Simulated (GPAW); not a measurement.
# MgO (Fm-3m) in GPAW: equation of state

How stiff is MgO in PBEsol, and what volume does it want? The cell is scaled to several volumes.

Everything below comes from runs of GPAW 26.7.0. Logs are shortened: lines on timing, memory, paths and dates and some standing lists are left out, and cuts for length are marked. The log counts tension as positive stress, the text compression.

## Step 1: The structure

Symmetry: Fm-3m, No. 225, cubic system. Conventional cell: a = 4.194 Å, b = 4.194 Å, c = 4.194 Å, α = 90.00°, β = 90.00°, γ = 90.00°. Mg (site symmetry m-3m) is surrounded by 6 O at 2.10 Å. O (site symmetry m-3m) has 6 Mg at 2.10 Å as nearest neighbours.

The cell is a database's computed one.

## Step 2: Equation of state, PBEsol

Contents of run.py:

```python
from ase import Atoms
from ase.eos import EquationOfState
from ase.io import Trajectory
from ase.units import GPa
from gpaw import GPAW, PW, setup_paths

setup_paths.insert(0, '.')

atoms = Atoms(['Mg', 'O'],
              cell=[[0.0, 2.0970013927, 2.0970013927],
                    [2.0970013927, 0.0, 2.0970013927],
                    [2.0970013927, 2.0970013927, 0.0]],
              scaled_positions=[[0.0, 0.0, 0.0],
                                [0.5, 0.5, 0.5]],
              pbc=True)

traj = Trajectory('eos.traj', 'w')
volumes, energies = [], []
for x in [0.94, 0.96, 0.98, 1.0, 1.02, 1.04, 1.06]:
    a = atoms.copy()
    a.set_cell(atoms.cell * x**(1 / 3), scale_atoms=True)
    calc = GPAW(mode=PW(800),
                xc='PBEsol',
                kpts={'size': (11, 11, 11), 'gamma': True},
                occupations={'name': 'fermi-dirac', 'width': 0.05},
                nbands=16,
                convergence={'density': 1e-05, 'energy': 1e-05},
                maxiter=150,
                txt=f'eos-{x:.2f}.txt')
    a.calc = calc
    energies.append(a.get_potential_energy(force_consistent=True))
    volumes.append(a.get_volume())
    p = -a.get_stress()[:3].mean() / GPa
    calc.write(f'eos-{x:.2f}.gpw')
    traj.write(a)
    print(f'{x:.2f} {volumes[-1]:10.4f} A^3 {energies[-1]:14.6f} eV {p:9.3f} GPa', flush=True)

v0, e0, B = EquationOfState(volumes, energies, eos='birchmurnaghan').fit()
print(f'V0 = {v0:.4f} A^3, E0 = {e0:.6f} eV, B0 = {B / GPa:.2f} GPa')
```

Potentials or basis: PAW data sets generated in the run's folder for this functional, pw.

On the command line:

```
> gpaw-setup -f PBEsol Mg O
> OMP_NUM_THREADS=1 python run.py
```

What it wrote:

```text
__  _  _
 | _ |_)|_||  |
 |__||  | ||/\| - 26.7.0

Input parameters:
  mode=PW(ecut=800.0),
  convergence={'density': 1e-05, 'energy': 1e-05},
  kpts=MonkhorstPack(size=(11, 11, 11), gamma=True),
  maxiter=150,
  nbands=16,
  occupations=Occupations(name='fermi-dirac', width=0.05),
  xc=XC(name='PBEsol')

Diagonalizing LCAO Hamiltonian
Converting LCAO to pw mode

              O

       Mg

Atoms  # Å, Bohr magnetons
|   | symbol |        x |        y |        z |    initial magnetic moments |
|---|--------|----------|----------|----------|-----------------------------|
| 0 |     Mg | 0.000000 | 0.000000 | 0.000000 | ( 0.0000,  0.0000,  0.0000) |
| 1 |      O | 2.054193 | 2.054193 | 2.054193 | ( 0.0000,  0.0000,  0.0000) |

Unit cell  # Å
| periodic |        x |        y |        z |  lengths |    angles |
|----------|----------|----------|----------|----------|-----------|
|      yes | 0.000000 | 2.054193 | 2.054193 | 2.905068 | 60.000000 |
|      yes | 2.054193 | 0.000000 | 2.054193 | 2.905068 | 60.000000 |
|      yes | 2.054193 | 2.054193 | 0.000000 | 2.905068 | 60.000000 |

Number of symmetries: 48
Symmetry operations  # r_c * U_cc + t_c -> r_c
|    | kind |            matrix            |
|----|------|------------------------------|
|  0 |  σ   |  1, 0, 0,  1, 0,-1,  1,-1, 0 |
|  1 |  C2  |  1, 0, 0,  1,-1, 0,  1, 0,-1 |
|  2 |  E   |  1, 0, 0,  0, 1, 0,  0, 0, 1 |
|  3 |  σ   |  1, 0, 0,  0, 0, 1,  0, 1, 0 |
|  4 |  C4  |  1, 0,-1,  1, 0, 0,  1,-1, 0 |
|  5 |  S6  |  1, 0,-1,  1,-1, 0,  1, 0, 0 |
|  6 |  σ   |  1, 0,-1,  0, 1,-1,  0, 0,-1 |
|  7 |  C3  |  1, 0,-1,  0, 0,-1,  0, 1,-1 |
|  8 |  S6  |  1,-1, 0,  1, 0, 0,  1, 0,-1 |
|  9 |  C4  |  1,-1, 0,  1, 0,-1,  1, 0, 0 |
| 10 |  C3  |  1,-1, 0,  0,-1, 1,  0,-1, 0 |
| 11 |  σ   |  1,-1, 0,  0,-1, 0,  0,-1, 1 |
| 12 |  σ   |  0, 1, 0,  1, 0, 0,  0, 0, 1 |
| 13 |  C4  |  0, 1, 0,  0, 1,-1, -1, 1, 0 |
| 14 |  C3  |  0, 1, 0,  0, 0, 1,  1, 0, 0 |
| 15 |  S6  |  0, 1, 0, -1, 1, 0,  0, 1,-1 |
| 16 |  C2  |  0, 1,-1,  1, 0,-1,  0, 0,-1 |
| 17 |  σ   |  0, 1,-1,  0, 1, 0, -1, 1, 0 |
| 18 |  S4  |  0, 1,-1,  0, 0,-1,  1, 0,-1 |
| 19 |  C4  |  0, 1,-1, -1, 1, 0,  0, 1, 0 |
| 20 |  C3  |  0, 0, 1,  1, 0, 0,  0, 1, 0 |
| 21 |  σ   |  0, 0, 1,  0, 1, 0,  1, 0, 0 |
| 22 |  S6  |  0, 0, 1,  0,-1, 1, -1, 0, 1 |
| 23 |  C4  |  0, 0, 1, -1, 0, 1,  0,-1, 1 |
| 24 |  S4  |  0, 0,-1,  1, 0,-1,  0, 1,-1 |
| 25 |  C3  |  0, 0,-1,  0, 1,-1,  1, 0,-1 |
| 26 |  C2  |  0, 0,-1,  0,-1, 0, -1, 0, 0 |
| 27 |  S6  |  0, 0,-1, -1, 0, 0,  0,-1, 0 |
| 28 |  S4  |  0,-1, 1,  1,-1, 0,  0,-1, 0 |
| 29 |  C4  |  0,-1, 1,  0, 0, 1, -1, 0, 1 |
| 30 |  C2  |  0,-1, 1,  0,-1, 0,  1,-1, 0 |
| 31 |  σ   |  0,-1, 1, -1, 0, 1,  0, 0, 1 |
| 32 |  C3  |  0,-1, 0,  1,-1, 0,  0,-1, 1 |
| 33 |  S6  |  0,-1, 0,  0, 0,-1, -1, 0, 0 |
| 34 |  S4  |  0,-1, 0,  0,-1, 1,  1,-1, 0 |
| 35 |  C2  |  0,-1, 0, -1, 0, 0,  0, 0,-1 |
| 36 |  C2  | -1, 1, 0,  0, 1, 0,  0, 1,-1 |
| 37 |  S6  | -1, 1, 0,  0, 1,-1,  0, 1, 0 |
| 38 |  S4  | -1, 1, 0, -1, 0, 1, -1, 0, 0 |
| 39 |  C3  | -1, 1, 0, -1, 0, 0, -1, 0, 1 |
| 40 |  S6  | -1, 0, 1,  0, 0, 1,  0,-1, 1 |
| 41 |  C2  | -1, 0, 1,  0,-1, 1,  0, 0, 1 |
| 42 |  C3  | -1, 0, 1, -1, 1, 0, -1, 0, 0 |
| 43 |  S4  | -1, 0, 1, -1, 0, 0, -1, 1, 0 |
| 44 |  C2  | -1, 0, 0,  0, 0,-1,  0,-1, 0 |
| 45 |  i   | -1, 0, 0,  0,-1, 0,  0, 0,-1 |
| 46 |  σ   | -1, 0, 0, -1, 1, 0, -1, 0, 1 |
| 47 |  C2  | -1, 0, 0, -1, 0, 1, -1, 1, 0 |

BZ-sampling:
  Number of BZ points: 1331
  Number of IBZ points: 56

  Monkhorst-Pack size: [11, 11, 11]
  Monkhorst-Pack shift: [0, 0, 0]

K-points  # in reciprocal-cell coordinates
|     |                                coordinates |     weight |
|-----|--------------------------------------------|------------|
|   0 | (  0.00000000,   0.00000000,   0.00000000) | 0.00075131 |
|   1 | (  0.09090909,   0.09090909,   0.00000000) | 0.00450789 |
|   2 | (  0.09090909,   0.09090909,   0.09090909) | 0.00601052 |
|   3 | (  0.18181818,   0.09090909,   0.09090909) | 0.00901578 |
|   4 | (  0.18181818,   0.18181818,   0.00000000) | 0.00450789 |
|   5 | (  0.18181818,   0.18181818,   0.09090909) | 0.01803156 |
|   6 | (  0.18181818,   0.18181818,   0.18181818) | 0.00601052 |
|   7 | (  0.27272727,   0.18181818,   0.09090909) | 0.01803156 |
|   8 | (  0.27272727,   0.18181818,   0.18181818) | 0.01803156 |
|   9 | (  0.27272727,   0.27272727,   0.00000000) | 0.00450789 |
| ... |                                            |            |
|  55 | (  0.45454545,   0.45454545,   0.45454545) | 0.00601052 |

Plane wave coefficients: 911
Cutoff: 800.0 eV

Spin-components: 1 (collinear spins)
Bands:           16
Projectors:      10
Spin-degeneracy: 2
Datatype:        complex128

Parallelization:
  kpt:    1
  domain: 1
  band:   1

Density:
  Valence electrons: 16.0
  Components: 1
  Grid points: [20 20 20]
  Charge: 0.0  # |e|

Potential:
  Grid points: [20 20 20]

species:
  Mg:
    name:    Magnesium
    Z:       12.0
    valence: 10
    core:    2
    charge:  0.0  # [|e|]
    compensation charges:
      type: gauss
      rc: 0.33  # [Å]
      lmax: 2
    cutoffs:
      filter: 1.86  # [Å]
      core: 0.54  # [Å]
    projectors
    | kind |    occ | energy [eV] | rcut [Å] |
    |------|--------|-------------|----------|
    |   2s |  2.000 |     -79.588 |    1.090 |
    |   3s |  2.000 |      -4.679 |    1.090 |
    |   2p |  6.000 |     -46.550 |    1.085 |
    |   3p |  0.000 |      -1.306 |    1.085 |
    |    d |        |       0.000 |    1.037 |

    Using partial waves for Mg as LCAO basis

  O:
    name:    Oxygen
    Z:       8.0
    valence: 6
    core:    2
    charge:  0.0  # [|e|]
    compensation charges:
      type: gauss
      rc: 0.21  # [Å]
      lmax: 2
    cutoffs:
      filter: 1.17  # [Å]
      core: 0.83  # [Å]
    projectors
    | kind |    occ | energy [eV] | rcut [Å] |
    |------|--------|-------------|----------|
    |   2s |  2.000 |     -23.808 |    0.688 |
    |   2p |  4.000 |      -8.972 |    0.598 |
    |    s |        |       3.404 |    0.688 |
    |    p |        |      18.239 |    0.598 |
    |    d |        |       0.000 |    0.619 |

    Using partial waves for O as LCAO basis

Reference energy: -7471.652268  # eV

eigensolver:
  PPCG
  Converge bands: occupied
  niter=2

density mixing:
  MSR1-Mixer
  Pratt-step length: 0.05
  Maximum mixing coefficient: 0.75
  Old densities: 10
  SVD Regularization: 0.005
  Good broyden scale: 1.0
  Trust region scale: 1.0
  Backstep threshold: 4.0
  History deletion threshold: 6.0
  Fourier metric: weight=20.0, sigma=0.015

occupation numbers:
  Fermi-Dirac:
    width: 0.0500  # eV

poisson solver:
  ecut: 6400.0  # eV

xc functional:
  name: PBEsol with 2 nearest neighbor stencil

convergence criteria:
- Maximum integral of absolute [dens]ity change: 1e-05 electrons / valence electron
- Maximum [total energy] change in last 3 cyles: 1e-05 eV / valence electron
- Maximum integral of absolute [eigenst]ate change: 4e-08 eV^2 / valence electron
maximum number of iterations: 150

SCF iterations
|iter     | |      energy | eigst |  dens |
|---------|-|-------------|-------|-------|
|iter:   1| |  -14.003605 | +0.18 |       |
|iter:   2| |  -13.671131 | -2.42 | -1.01 |
|iter:   3| |  -12.719303 | -1.45 | -1.06 |
|iter:   4| |  -12.718574 | -3.66 | -1.62 |
|iter:   5| |  -12.720225 | -3.62 | -1.90 |
|iter:   6| |  -12.720245 | -5.81 | -3.12 |
|iter:   7| |  -12.720251c| -6.71 | -3.50 |
|iter:   8| |  -12.720251c| -8.71c| -4.63 |
|iter:   9| |  -12.720251c| -8.67c| -5.35c|

Converged in 9 steps
Energy contributions relative to reference atoms: (reference = -7471.652268)

Energy contributions:
  Kinetic:          16.226707
  Coulomb:         -13.386427
  Zero:              0.172273
  External:          0.000000
  Xc:              -15.732805
  Entropy:          -0.000000
  Spinorbit:         0.000000
  ----------------------------
  Free energy:     -12.720251
  Extrapolated:    -12.720251

dipole moment: (-5.893531, -5.893531, -5.893531)  # |e|*Ang

Fermi level: 6.534
Eigenvalues  # (at kpt = [0.000, 0.000, 0.000])
| band index |      eig [eV] | occ [0-2] |
|------------|---------------|-----------|
|          0 |       -66.257 |     2.000 |
|          1 |       -33.193 |     2.000 |
|          2 |       -33.193 |     2.000 |
|          3 |       -33.193 |     2.000 |
|          4 |       -12.076 |     2.000 |
|          5 |         5.489 |     2.000 |
|          6 |         5.489 |     2.000 |
|          7 |         5.489 |     2.000 |
|          8 |        10.899 |     0.000 |
|          9 |        21.553 |     0.000 |
|         10 |        21.553 |     0.000 |
|         11 |        21.553 |     0.000 |
|         12 |        25.574 |     0.000 |
|         13 |        27.588 |     0.000 |
|         14 |        27.588 |     0.000 |
|         15 |        31.306 |     0.000 |

Gap: 5.411 eV
Transition (v -> c):
  (s=0, k=0, n=7, [0.00, 0.00, 0.00]) -> (s=0, k=0, n=8, [0.00, 0.00, 0.00])
No difference between direct/indirect transitions

Stress tensor  # eV/Ang^3
|         x |         y |         z |
|-----------|-----------|-----------|
| -0.094657 |  0.000000 |  0.000000 |
|  0.000000 | -0.094657 | -0.000000 |
|  0.000000 | -0.000000 | -0.094657 |

# Writing to eos-0.94.gpw (mode='')
```

Wall time 83 s (1 thread of Arm Neoverse V2, shared host); peak memory 0.21 GiB.

What came out:

```yaml
Equilibrium_volume: 9.41 Å³/atom
Bulk_modulus: 158 GPa
Pressure_derivative_of_the_bulk_modulus: 4.1
```

Energy against volume, from the lowest point:
```tsv
volume (Å³/atom)	energy (meV/atom)
8.668	32.93
8.853	17.90
9.037	7.70
9.221	1.88
9.406	0.00
9.590	1.70
9.775	6.63
```
